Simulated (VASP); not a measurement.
# CaSe in VASP: a series of runs

Runs on CaSe. Level: PBE. Tasks: single point.

Program: VASP 6.6.1. These are calculated values, not measurements. Logs are shortened: lines on timing, memory, paths and dates and some standing lists are left out, and cuts for length are marked.

**Experimental background.**

A printed reference work, monograph, original work of 1988 reports, for a bulk crystal of CaSe at 2 K: band gap 3.85 eV (indirect).

The runs below are set against these values where they give the same quantity.

### 1 The cell of the first run

The structure is tetragonal, space group I4/mmm (No. 139). The conventional cell has a = 4.149 Å, b = 4.149 Å, c = 6.001 Å, α = 90.00°, β = 90.00°, γ = 90.00°. Within 3.9 Å of Ca (site symmetry 4/mmm) lie 6 Se at 2.93 to 3.00 Å. Se (site symmetry 4/mmm) has 6 Ca at 2.93 to 3.00 Å within 3.9 Å.

### 2 Single point, PBE (z stretched by +1.5 % at fixed volume)

Input file INCAR:

```
PREC = Accurate ; ENCUT = 520
EDIFF = 1E-6 ; ISMEAR = -1
SIGMA = 0.01 ; LREAL = F
LASPH = T ; NELM = 60
ALGO = Normal ; ISIF = 2
LWAVE = F ; LCHARG = F
GGA = PE ; NBANDS = 15
```

Input file KPOINTS:

```
regular mesh
0
Gamma
  7 7 7
```

Input file POSCAR:

```
CaSe
1.0
    0.0000000000      2.9340763353      3.0003400000
    2.9340763353      0.0000000000      3.0003400000
    2.9340763353      2.9340763353      0.0000000000
Ca Se
1 1
Direct
    0.0000000000      0.0000000000      0.0000000000
    0.5000000000      0.5000000000      0.5000000000
```

Potentials or basis: VASP PAW PBE potentials, release 64 (Ca_sv, Se).

The run is started by

```console
$ cat potpaw_PBE.64/Ca_sv/POTCAR potpaw_PBE.64/Se/POTCAR > POTCAR
$ mpirun -np 1 vasp_std > vasp.out
```

OUTCAR:

```text
PREC = Accurate
   ENCUT = 520
   EDIFF = 1E-6
   ISMEAR = -1
   LREAL = F
   LASPH = T
   NELM = 60
   ISIF = 2
   GGA = PE

 ion  position               nearest neighbor table
   1  0.000  0.000  0.000-   2 2.93   2 2.93   2 2.93   2 2.93
   2  0.500  0.500  0.500-   1 2.93   1 2.93   1 2.93   1 2.93

  LATTYP: Found a body centered tetragonal cell.
 ALAT       =     4.1494105464
 C/A-ratio  =     1.4461523951

  Lattice vectors:

 A1 = (  -2.9340763353,   0.0000000000,   3.0003400000)
 A2 = (   2.9340763353,   0.0000000000,   3.0003400000)
 A3 = (   0.0000000000,   2.9340763353,  -3.0003400000)

Analysis of symmetry for initial positions (statically):
=====================================================================
 Subroutine PRICEL returns:
 Original cell was already a primitive cell.

 Routine SETGRP: Setting up the symmetry group for a
 body centered tetragonal supercell.

 Subroutine GETGRP returns: Found 16 space group operations
 (whereof 16 operations were pure point group operations)
 out of a pool of 16 trial point group operations.

The static configuration has the point symmetry D_4h.

Analysis of symmetry for dynamics (positions and initial velocities):
=====================================================================
 Subroutine PRICEL returns:
 Original cell was already a primitive cell.

 Routine SETGRP: Setting up the symmetry group for a
 body centered tetragonal supercell.

 Subroutine GETGRP returns: Found 16 space group operations
 (whereof 16 operations were pure point group operations)
 out of a pool of 16 trial point group operations.

The dynamic configuration has the point symmetry D_4h.

 Subroutine INISYM returns: Found 16 space group operations
 (whereof 16 operations are pure point group operations),
 and found     1 'primitive' translations

----------------------------------------------------------------------------------------

                                     Primitive cell

  volume of cell :      51.6587

  direct lattice vectors                    reciprocal lattice vectors
     0.000000000  2.934076335  3.000340000    -0.170411381  0.170411381  0.166647780
     2.934076335  0.000000000  3.000340000     0.170411381 -0.170411381  0.166647780
     2.934076335  2.934076335  0.000000000     0.170411381  0.170411381 -0.166647780

  length of vectors
     4.196527619  4.196527619  4.149410546     0.293004369  0.293004369  0.293004369

  position of ions in fractional coordinates (direct lattice)
     0.000000000  0.000000000  0.000000000
     0.500000000  0.500000000  0.500000000

  ion indices of the primitive-cell ions
   primitive index   ion index
                 1           1
                 2           2

----------------------------------------------------------------------------------------

 KPOINTS: regular mesh

Automatic generation of k-mesh.
 Grid dimensions read from file:
 generate k-points for:    7    7    7

 Generating k-lattice:

  Cartesian coordinates                     Fractional coordinates (reciprocal lattice)
    -0.024344483  0.024344483  0.023806826     0.142857143  0.000000000  0.000000000
     0.024344483 -0.024344483  0.023806826     0.000000000  0.142857143  0.000000000
     0.024344483  0.024344483 -0.023806826    -0.000000000 -0.000000000  0.142857143

  Length of vectors
     0.041857767  0.041857767  0.041857767

  Shift w.r.t. Gamma in fractional coordinates (k-lattice)
     0.000000000  0.000000000  0.000000000

 Subroutine IBZKPT returns following result:
 ===========================================

 Found     40 irreducible k-points:

 Following reciprocal coordinates:
            Coordinates               Weight
  0.000000  0.000000  0.000000      1.000000
  0.142857 -0.000000  0.000000      8.000000
  0.285714  0.000000  0.000000      8.000000
  0.428571 -0.000000  0.000000      8.000000
  0.142857  0.142857  0.000000      2.000000
  0.285714  0.142857  0.000000      8.000000
[... 16 lines left out ...]
  0.428571  0.285714  0.142857      8.000000
 -0.428571  0.285714  0.142857     16.000000
 [... further k-points ...]
   k-points           NKPTS =     40   k-points in BZ     NKDIM =     40   number of bands    NBANDS=     15
   number of dos      NEDOS =    301   number of ions     NIONS =      2
   total plane-waves  NPLWV =  32768
   dimension x,y,z NGX =    32 NGY =   32 NGZ =   32
   dimension x,y,z NGXF=    64 NGYF=   64 NGZF=   64
   ions per type =               1   1
   NGX,Y,Z   is equivalent  to a cutoff of  12.68, 12.68, 12.82 a.u.
   NGXF,Y,Z  is equivalent  to a cutoff of  25.35, 25.35, 25.64 a.u.
 SYSTEM =  unknown system
   PREC   = accura    normal or accurate (medium, high low for compatibility)
   ISTART =      0    job   : 0-new  1-cont  2-samecut
   ICHARG =      2    charge: 1-file 2-atom 10-const
   ISPIN  =      1    spin polarized calculation?
   LNONCOLLINEAR =      F non collinear calculations
   LSORBIT =      F    spin-orbit coupling
   LASPH  =      T    aspherical Exc in radial PAW
   ENCUT  =  520.0 eV  38.22 Ry    6.18 a.u.   7.80  7.80  7.72*2*pi/ulx,y,z
   NELM   =     60;   NELMIN=  2; NELMDL= -5     # of ELM steps
   EDIFF  = 0.1E-05   stopping-criterion for ELM
   LREAL  =      F    real-space projection
   EDIFFG = 0.1E-04   stopping-criterion for IOM
   NSW    =      0    number of steps for IOM
   IBRION =     -1    ionic relax: 0-MD 1-quasi-New 2-CG
   NFREE  =      0    steps in history (QN), initial steepest desc. (CG)
   ISIF   =      2    stress and relaxation
   ISYM   =      2    0-nonsym 1-usesym 2-fastsym
   POTIM  = 0.5000    time-step for ionic-motion
   TEBEG  =    0.0;   TEEND  =   0.0 temperature during run
   PSTRESS=    0.0 pullay stress
   NELECT =      16.0000    total number of electrons
   NUPDOWN=      -1.0000    fix difference up-down
   EMIN   =  10.00;   EMAX   =-10.00  energy-range for DOS
   EFERMI =   0.00;   METHOD = LEGACY
   ISMEAR =    -1;   SIGMA  =   0.01  broadening in eV -4-tet -1-fermi 0-gaus
   EFERMI_NEDOS =   21; number of points for ismear=-14 and -15
   IALGO  =     38    algorithm
   IMIX   =      4    mixing-type and parameters
     AMIX     =   0.40;   BMIX     =  1.00
     AMIX_MAG =   1.60;   BMIX_MAG =  1.00
  volume/ion in A,a.u.               =      25.83       174.30
  Fermi-wavevector in a.u.,A,eV,Ry     =   1.107645  2.093145 16.692666  1.226876
  Thomas-Fermi vector in A             =   2.244161
   LORBIT       =      0    0 simple, 1 ext, 2 COOP (PROOUT), +10 PAW based schemes
   GGA     = PE    functional components
   LHFCALC =     F    Hartree Fock is set to
   AEXX    =    0.0000 exact exchange contribution
   IVDW    =     0    specifies the selected vdW correction
   LEPSILON=     F    determine dielectric tensor
   LRPA    =     F    only Hartree local field effects (RPA)
 non-spin polarized calculation
  energy-cutoff  :      520.00
  volume of cell :       51.66
 maximum number of plane-waves:      1400
   NGX = 15   NGY = 15   NGZ = 15

 number of electron      15.9999998 magnetization

 Free energy of the ion-electron system (eV)
  ---------------------------------------------------
  ext. energy  EPLUGINS =         0.00000000
  ---------------------------------------------------
  free energy    TOTEN  =        -9.47471482 eV

  energy without entropy =       -9.47471482  energy(sigma->0) =       -9.47471482

 E-fermi :   2.6958     XC(G=0):  -9.1614

 val. band max:        2.4619540674   @ k =   0.0000   0.0000   0.0000
 cond. band min:       4.5382175136   @ k =   0.4286   0.0000   0.4286
 fundamental gap:      2.0762634462
 Fermi energy:         2.6957710027

 k-point     1 :       0.0000    0.0000    0.0000
  band No.  band energies     occupation
      1     -37.2840      2.00000
      2     -18.2831      2.00000
      3     -18.2765      2.00000
      4     -18.2765      2.00000
      5      -9.3476      2.00000
      6       2.4508      2.00000
      7       2.4620      2.00000
      8       2.4620      2.00000
      9       5.7829      0.00000
     10       6.0669      0.00000
     11       6.2140      0.00000
     12       6.2140      0.00000
     13       6.7263      0.00000
     14       6.7723      0.00000
     15      12.1777      0.00000

 k-point     2 :       0.1429   -0.0000    0.0000
  band No.  band energies     occupation
      1     -37.2827      2.00000
      2     -18.3012      2.00000
      3     -18.2825      2.00000
      4     -18.2776      2.00000
      5      -9.2269      2.00000
      6       1.5131      2.00000
      7       2.1494      2.00000
      8       2.1596      2.00000
      9       6.0689      0.00000
     10       6.3979      0.00000
     11       6.4746      0.00000
     12       6.9355      0.00000
     13       7.2849      0.00000
     14       7.3044      0.00000
     15      12.3318      0.00000

 k-point     3 :       0.2857    0.0000    0.0000
  band No.  band energies     occupation
      1     -37.2798      2.00000
      2     -18.3501      2.00000
      3     -18.2870      2.00000
      4     -18.2800      2.00000
      5      -8.9382      2.00000
      6       0.1365      2.00000
      7       1.6248      2.00000
      8       1.6361      2.00000
      9       6.2605      0.00000
     10       7.0628      0.00000
     11       7.1035      0.00000
     12       8.3057      0.00000
     13       8.5222      0.00000
     14       8.5651      0.00000
     15      11.7730      0.00000
[... 343 lines left out ...]
 k-point    23 :       0.4286    0.2857    0.1429
  band No.  band energies     occupation
      1     -37.2780      2.00000
      2     -18.3505      2.00000
      3     -18.3042      2.00000
      4     -18.2910      2.00000
      5      -8.8392      2.00000
      6       0.0001      2.00000
      7       1.3386      2.00000
      8       1.4254      2.00000
      9       5.9220      0.00000
     10       7.3489      0.00000
     11       7.8321      0.00000
     12       7.9976      0.00000
     13       8.4214      0.00000
     14      10.2077      0.00000
     15      10.4273      0.00000

 k-point    24 :      -0.4286    0.2857    0.1429
  band No.  band energies     occupation
      1     -37.2762      2.00000
      2     -18.3642      2.00000
      3     -18.3158      2.00000
      4     -18.2968      2.00000
      5      -8.6900      2.00000
      6      -0.2219      2.00000
      7       0.8247      2.00000
      8       1.2038      2.00000
      9       6.6002      0.00000
     10       7.5365      0.00000
     11       7.9781      0.00000
     12       8.2851      0.00000
     13       8.7135      0.00000
     14       9.9606      0.00000
     15      10.8923      0.00000

 [... further k-points ...]

------------------------ aborting loop because EDIFF is reached ----------------------------------------

  FORCE on cell =-STRESS in cart. coord.  units (eV):
  Direction    XX          YY          ZZ          XY          YZ          ZX
  --------------------------------------------------------------------------------------
  -------------------------------------------------------------------------------------
  Total        0.6797771      0.6797771      0.0057427      0.0000000      0.0000000      0.0000000
  in kB       21.0830682     21.0830682      0.1781081      0.0000000      0.0000000      0.0000000
  external PRESSURE =      14.1147482 kB  Pullay stress =       0.0000000 kB

 VOLUME and BASIS-vectors are now :
 -----------------------------------------------------------------------------
  energy-cutoff  :      520.00
  volume of cell :       51.66
      direct lattice vectors                 reciprocal lattice vectors
     0.000000000  2.934076335  3.000340000    -0.170411381  0.170411381  0.166647780
     2.934076335  0.000000000  3.000340000     0.170411381 -0.170411381  0.166647780
     2.934076335  2.934076335  0.000000000     0.170411381  0.170411381 -0.166647780

 POSITION                                       TOTAL-FORCE (eV/Angst)
 -----------------------------------------------------------------------------------
      0.00000      0.00000      0.00000        -0.000000      0.000000      0.000000
      2.93408      2.93408      3.00034         0.000000     -0.000000      0.000000
 -----------------------------------------------------------------------------------
    total drift:                                0.000000     -0.000000     -0.000000

  FREE ENERGIE OF THE ION-ELECTRON SYSTEM (eV)
  ---------------------------------------------------
  free  energy   TOTEN  =        -9.4747148206 eV

  energy  without entropy=       -9.4747148206  energy(sigma->0) =       -9.47471482
```

Run time: 21 s. Hardware: 1 thread of AMD EPYC 7R43 (Zen 3), shared host; peak memory 0.16 GiB.

Results:

```yaml
Free_energy: -9.4747 eV
Pressure: 1.4 GPa
Band_gap_on_the_k_mesh: 2.08 eV, indirect (least direct gap 2.94 eV)
```

Stress tensor (GPa, compression positive):
```
2.11 0.00 0.00
0.00 2.11 0.00
0.00 0.00 0.02
```

 A k mesh can miss the band edges.

(Part 1 of 2 ends here.)
